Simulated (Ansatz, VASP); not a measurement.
LiF: VASP beside Ansatz

```
CELL_PARAMETERS angstrom
0.00000 2.04050 2.04050
2.04050 0.00000 2.04050
2.04050 2.04050 0.00000
ATOMIC_POSITIONS crystal
Li 0.00000 0.00000 0.00000
F 0.50000 0.50000 0.50000
```

Change from the starting cell: volume scaled by 1.04.

Alike in both runs: task single point; functional PBE; k mesh 10 × 10 × 10; occupations fermi-dirac, width 0.03 eV; no spin polarisation.

|  | VASP | Ansatz |
| --- | --- | --- |
| version | VASP 6.6.1 | Ansatz 0.2.0 |
| potentials or method | VASP PAW PBE potentials, release 64 (Li_sv, F), cutoff 520 eV | all-electron LAPW, scalar-relativistic |

```tsv
	VASP	Ansatz	Ansatz less VASP
gap on the k mesh at the Fermi level (eV)	8.75	8.73	-0.019
```

Ansatz ran all-electron here, so the differences hold the error of VASP's frozen core and of both bases.

 A k mesh can miss the band edges.
